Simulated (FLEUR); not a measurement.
# SrCl2 (Fm-3m) in FLEUR: further runs

One crystal, SrCl2, is run at these levels: PBEsol; tasks: equation of state.

All numbers are computed with FLEUR MaX-R8.1 (later development tree); they aren't measurements. Logs are shortened: lines on timing, memory, paths and dates and some standing lists are left out, and cuts for length are marked.

### 1 Starting point

It takes space group Fm-3m (No. 225, cubic). Conventional cell: a = 6.977 Å, b = 6.977 Å, c = 6.977 Å, α = 90.00°, β = 90.00°, γ = 90.00°. Sr (site symmetry m-3m) is surrounded by 8 Cl at 3.02 Å. Cl (site symmetry -43m) is surrounded by 4 Sr at 3.02 Å.

### 2 Equation of state, PBEsol, 26.60 Å³/atom (volume scaled by 0.94)

File inp.xml:

```xml
<?xml version="1.0" encoding="UTF-8" standalone="no"?>
<fleurInput fleurInputVersion="0.39">
   <comment>
      SrCl2                                                                                               
   </comment>
   <calculationSetup>
      <cutoffs Kmax="4.1" Gmax="12.7" GmaxXC="12.7" numbands="0"/>
      <scfLoop itmax="60" minDistance="0.00001" maxIterBroyd="15" imix="Anderson" alpha="0.05" precondParam="0.0" spinf="2.0" sdNocoIR="T"/>
      <coreElectrons ctail="T" frcor="F" kcrel="0" coretail_lmax="0"/>
      <xcFunctional name="PBEs" relativisticCorrections="F"/>
      <magnetism jspins="1"/>
      <soc l_soc="F" theta="0.0" phi="0.0" spav="F"/>
      <expertModes spex="0" secvar="F"/>
      <geometryOptimization l_f="F" forcealpha="1.0" forcemix="BFGS" epsdisp="0.0005" epsforce="0.0002"/>
      <ldaU l_linMix="F" mixParam="0.05" spinf="1.0"/>
   </calculationSetup>
   <cell>
      <bzIntegration valenceElectrons="24.0" mode="hist" fermiSmearingEnergy="0.00183747">
         <kPointListSelection listName="default-1"/>
         <!-- k-points included here -->
         <xi:include xmlns:xi="http://www.w3.org/2001/XInclude" href="kpts.xml"> </xi:include>
      </bzIntegration>
      <!-- symmetry operations included here -->
      <xi:include xmlns:xi="http://www.w3.org/2001/XInclude" href="sym.xml"> </xi:include>
      <bulkLattice scale="0.9795861087">
         <bravaisMatrix>
            <row-1>    0.0000000000000000     6.5920261267484097     6.5920261267484097</row-1>
            <row-2>    6.5920261267484097     0.0000000000000000     6.5920261267484097</row-2>
            <row-3>    6.5920261267484097     6.5920261267484097     0.0000000000000000</row-3>
         </bravaisMatrix>
      </bulkLattice>
   </cell>
   <atomSpecies>
      <species name="Strontium (Sr)" element="Sr" atomicNumber="38">
         <mtSphere radius="2.65" gridPoints="879" logIncrement="0.014"/>
         <atomicCutoffs lmax="10" lnonsphr="10"/>
         <electronConfig flipSpins="F">
            <coreConfig>(1s1/2) (2s1/2) (2p1/2) (2p3/2) (3s1/2) (3p1/2) (3p3/2) (3d3/2) (3d5/2)</coreConfig>
            <valenceConfig>(4s1/2) (4p1/2) (4p3/2) (5s1/2)</valenceConfig>
         </electronConfig>
         <energyParameters s="5" p="4" d="4" f="4"/>
         <lo type="SCLO" l="0" n="4" eDeriv="0"/>
         <lo type="HELO" l="1" n="5" eDeriv="0"/>
         <lo type="HELO" l="1" n="5" eDeriv="1"/>
         <lo type="SCLO" l="2" n="4" eDeriv="2"/>
         <lo type="SCLO" l="3" n="4" eDeriv="2"/>
      </species>
      <species name="Chlorine (Cl)" element="Cl" atomicNumber="17">
         <mtSphere radius="2.48" gridPoints="847" logIncrement="0.014"/>
         <atomicCutoffs lmax="10" lnonsphr="10"/>
         <electronConfig flipSpins="F">
            <coreConfig>(1s1/2) (2s1/2) (2p1/2) (2p3/2)</coreConfig>
            <valenceConfig>(3s1/2) (3p1/2) (3p3/2)</valenceConfig>
            <stateOccupation state="(3p1/2)" spinUp="0.833333" spinDown="0.833333"/>
            <stateOccupation state="(3p3/2)" spinUp="1.666667" spinDown="1.666667"/>
         </electronConfig>
         <energyParameters s="3" p="3" d="3" f="4"/>
         <lo type="SCLO" l="0" n="3" eDeriv="2"/>
         <lo type="SCLO" l="1" n="3" eDeriv="2"/>
         <lo type="SCLO" l="2" n="3" eDeriv="2"/>
         <lo type="SCLO" l="3" n="4" eDeriv="2"/>
      </species>
   </atomSpecies>
   <atomGroups>
      <atomGroup species="Strontium (Sr)">
         <relPos label="                   1">.0000000000 .0000000000 .0000000000</relPos>
         <force calculate="T" relaxXYZ="TTT"/>
      </atomGroup>
      <atomGroup species="Chlorine (Cl)">
         <relPos label="                   2">-1.000/4.000 -1.000/4.000 -1.000/4.000</relPos>
         <relPos label="                   3">1.000/4.000 1.000/4.000 1.000/4.000</relPos>
         <force calculate="T" relaxXYZ="TTT"/>
      </atomGroup>
   </atomGroups>
   <output dos="F" band="F" slice="F">
      <checks vchk="F" cdinf="F"/>
      <bandDOS minEnergy="-.5*Htr" maxEnergy="0.5*Htr" sigma="0.015" storeEVData="T"/>
      <vacuumDOS vacdos="F" integ="F" star="F" nstars="0" locx1="0.0" locy1="0.0" locx2="0.0" locy2="0.0" nstm="0" tworkf="0.0"/>
      <unfoldingBand unfoldBand="F" supercellX="1" supercellY="1" supercellZ="1"/>
      <plotting iplot="0" polar="F">
         <plot TwoD="T" vec1="  1.0  0.0  0.0" vec2="  0.0  1.0  0.0" vec3="  0.0  0.0  1.0" zero="  0.0  0.0  0.0" file="plot"/>
      </plotting>
      <chargeDensitySlicing numkpt="0" minEigenval="0.0" maxEigenval="0.0" nnne="0" pallst="F"/>
      <specialOutput eonly="F"/>
      <moessbauerParams electricFieldGradient="T" isomerShift="T" coreHyperfine="T" valenceHyperfine="T"/>
      <magneticCircularDichroism mcd="F" energyLo="-10.0" energyUp="0.0"/>
   </output>
  <!-- We include the file relax.xml here to enable relaxations (see documentation) -->
  <xi:include xmlns:xi="http://www.w3.org/2001/XInclude" href="relax.xml"> <xi:fallback/> </xi:include>
</fleurInput>
```

Potentials or basis: all-electron, FLAPW.

Run with:

```console
inpgen -f crystal.txt -profile fastHighL
# inp.xml edited to the form shown
mpirun -n 4 fleur_MPI -pe_per_kpt 1
```

What it wrote:

```text
Welcome to FLEUR        (www.flapw.de)
      MaX-Release 8.1          (www.max-centre.eu)

 ========== k-point set info ==========
 Selected k-point list: default-1
 k-point list type: mesh
 7 x 7 x 7
 Number of k points: 20

 ------------Calculation Setup---------------------------
 Number of MPI-tasks      :            4
 Number of PE/node        :            4
 Number of OMP-threads    :            1
 Using exactly            1  PE per kpt
 Using exactly            1  PE per kpt
 Using exactly            1  PE per kpt
 Using exactly            1  PE per kpt
 k-points in parallel     :            4
 pe's per k-point         :            1
 No of k-point loops      :            5
 Eigenvalue solver        :       lapack
 Number of basis functions:          742
 Approximate size of matrices (H+S) per k-point:         0.008 GB
 --------------------------------------------------------
 Iteration:     1   Distance:       4.44107846 me/bohr^3
 Iteration:     2   Distance:       4.00582225 me/bohr^3
 Iteration:     3   Distance:       1.71273955 me/bohr^3
 Iteration:     4   Distance:       0.52523847 me/bohr^3
 Iteration:     5   Distance:       0.32228770 me/bohr^3
 Iteration:     6   Distance:       0.14510443 me/bohr^3
 Iteration:     7   Distance:       0.11936211 me/bohr^3
 Iteration:     8   Distance:       0.01645602 me/bohr^3
 Iteration:     9   Distance:       0.01317195 me/bohr^3
 Iteration:    10   Distance:       0.00107966 me/bohr^3
 Iteration:    11   Distance:       0.00029659 me/bohr^3
 Iteration:    12   Distance:       0.00017393 me/bohr^3
 Iteration:    13   Distance:       0.00002400 me/bohr^3
 Iteration:    14   Distance:       0.00000988 me/bohr^3

 ********************************************************************
 Run finished successfully
 Stop message:
   all done
 ********************************************************************
```

Run time: 23 s. Hardware: 4 MPI ranks of Arm Neoverse V1, shared host.

Results:

```yaml
Free_energy: -111562.5231 eV
Band_gap_on_the_k_mesh: 5.41 eV, indirect (least direct gap 5.54 eV)
Valence_electrons_inside_the_program's_atomic_spheres: Sr 8.02; Cl 6.38 (radii Sr 2.65, Cl 2.48 bohr)
```

Caveat: an odd mesh through Γ misses points on the zone boundary, where band edges often lie.

### 3 Equation of state, PBEsol, 27.17 Å³/atom (volume scaled by 0.96)

Changes to inp.xml since step 2:

```diff
@@ -24,3 +24,3 @@
       <xi:include xmlns:xi="http://www.w3.org/2001/XInclude" href="sym.xml"> </xi:include>
-      <bulkLattice scale="0.9795861087">
+      <bulkLattice scale="0.9864848297">
          <bravaisMatrix>
```

Potentials or basis: all-electron, FLAPW.

Run with:

```console
inpgen -f crystal.txt -profile fastHighL
# inp.xml edited to the form shown
mpirun -n 4 fleur_MPI -pe_per_kpt 1
```

It took 23 s on 4 MPI ranks of Arm Neoverse V1, shared host.

It converged, with:

- Free energy: -111562.5323 eV
- Band gap on the k mesh: 5.33 eV, indirect (least direct gap 5.55 eV)
- Valence electrons inside the program's atomic spheres: Sr 8.00; Cl 6.37 (radii Sr 2.65, Cl 2.48 bohr)

Caveat: an odd mesh through Γ misses points on the zone boundary, where band edges often lie.

### 4 Equation of state, PBEsol, 27.73 Å³/atom (volume scaled by 0.98)

Changes to inp.xml since step 3:

```diff
@@ -24,3 +24,3 @@
       <xi:include xmlns:xi="http://www.w3.org/2001/XInclude" href="sym.xml"> </xi:include>
-      <bulkLattice scale="0.9864848297">
+      <bulkLattice scale="0.9932883884">
          <bravaisMatrix>
```

Run with:

```console
inpgen -f crystal.txt -profile fastHighL
# inp.xml edited to the form shown
mpirun -n 4 fleur_MPI -pe_per_kpt 1
```

Wall time 25 s (4 MPI ranks of Arm Neoverse V1, shared host).

The run converged. Its results:

- Free energy: -111562.5326 eV
- Band gap on the k mesh: 5.25 eV, indirect (least direct gap 5.56 eV)
- Valence electrons inside the program's atomic spheres: Sr 7.99; Cl 6.37 (radii Sr 2.65, Cl 2.48 bohr)

Caveat: an odd mesh through Γ misses points on the zone boundary, where band edges often lie.

### 5 Equation of state, PBEsol, 28.30 Å³/atom

Changes to inp.xml since step 4:

```diff
@@ -24,3 +24,3 @@
       <xi:include xmlns:xi="http://www.w3.org/2001/XInclude" href="sym.xml"> </xi:include>
-      <bulkLattice scale="0.9932883884">
+      <bulkLattice scale="1.0000000000">
          <bravaisMatrix>
```

Run with:

```console
inpgen -f crystal.txt -profile fastHighL
# inp.xml edited to the form shown
mpirun -n 4 fleur_MPI -pe_per_kpt 1
```

Wall time 26 s (4 MPI ranks of Arm Neoverse V1, shared host).

Results (log left out):

```yaml
Free_energy: -111562.5251 eV
Band_gap_on_the_k_mesh: 5.18 eV, indirect (least direct gap 5.48 eV)
Valence_electrons_inside_the_program's_atomic_spheres: Sr 7.97; Cl 6.36 (radii Sr 2.65, Cl 2.48 bohr)
```

Caveat: an odd mesh through Γ misses points on the zone boundary, where band edges often lie.

### 6 Equation of state, PBEsol, 28.86 Å³/atom (volume scaled by 1.02)

Changes to inp.xml since step 5:

```diff
@@ -24,3 +24,3 @@
       <xi:include xmlns:xi="http://www.w3.org/2001/XInclude" href="sym.xml"> </xi:include>
-      <bulkLattice scale="1.0000000000">
+      <bulkLattice scale="1.0066227096">
          <bravaisMatrix>
```

Potentials or basis: all-electron, FLAPW.

Run with:

```console
inpgen -f crystal.txt -profile fastHighL
# inp.xml edited to the form shown
mpirun -n 4 fleur_MPI -pe_per_kpt 1
```

Run time: 27 s. Hardware: 4 MPI ranks of Arm Neoverse V1, shared host.

Results (log left out):

```
Free energy                                           : -111562.5106 eV
Band gap on the k mesh                                : 5.11 eV, indirect (least direct gap 5.40 eV)
Valence electrons inside the program's atomic spheres : Sr 7.96; Cl 6.35 (radii Sr 2.65, Cl 2.48 bohr)
```

Caveat: an odd mesh through Γ misses points on the zone boundary, where band edges often lie.

### 7 Equation of state, PBEsol, 29.43 Å³/atom (volume scaled by 1.04)

Changes to inp.xml since step 6:

```diff
@@ -24,3 +24,3 @@
       <xi:include xmlns:xi="http://www.w3.org/2001/XInclude" href="sym.xml"> </xi:include>
-      <bulkLattice scale="1.0066227096">
+      <bulkLattice scale="1.0131594038">
          <bravaisMatrix>
```

Run with:

```console
inpgen -f crystal.txt -profile fastHighL
# inp.xml edited to the form shown
mpirun -n 4 fleur_MPI -pe_per_kpt 1
```

Run time: 27 s. Hardware: 4 MPI ranks of Arm Neoverse V1, shared host.

Results (log left out):

```yaml
Free_energy: -111562.4898 eV
Band_gap_on_the_k_mesh: 5.03 eV, indirect (least direct gap 5.33 eV)
Valence_electrons_inside_the_program's_atomic_spheres: Sr 7.95; Cl 6.34 (radii Sr 2.65, Cl 2.48 bohr)
```

Caveat: an odd mesh through Γ misses points on the zone boundary, where band edges often lie.

### 8 Equation of state, PBEsol, 30.00 Å³/atom (volume scaled by 1.06)

Changes to inp.xml since step 7:

```diff
@@ -24,3 +24,3 @@
       <xi:include xmlns:xi="http://www.w3.org/2001/XInclude" href="sym.xml"> </xi:include>
-      <bulkLattice scale="1.0131594038">
+      <bulkLattice scale="1.0196128224">
          <bravaisMatrix>
```

Run with:

```console
inpgen -f crystal.txt -profile fastHighL
# inp.xml edited to the form shown
mpirun -n 4 fleur_MPI -pe_per_kpt 1
```

Wall time 27 s (4 MPI ranks of Arm Neoverse V1, shared host).

The run converged. Its results:

- Free energy: -111562.4634 eV
- Band gap on the k mesh: 4.96 eV, indirect (least direct gap 5.25 eV)
- Valence electrons inside the program's atomic spheres: Sr 7.94; Cl 6.34 (radii Sr 2.65, Cl 2.48 bohr)

Caveat: an odd mesh through Γ misses points on the zone boundary, where band edges often lie.

### 9 Equation of state, PBEsol

Potentials or basis: all-electron, FLAPW.

This step only gathers the single runs of the series.

Results:

```yaml
Equilibrium_volume: 27.47 Å³/atom
Bulk_modulus: 38 GPa
Pressure_derivative_of_the_bulk_modulus: 4.5
```

Energy against volume, from the lowest point:
```tsv
volume (Å³/atom)	energy (meV/atom)
26.601	3.19
27.167	0.12
27.733	0.00
28.299	2.50
28.865	7.35
29.431	14.28
29.997	23.09
```
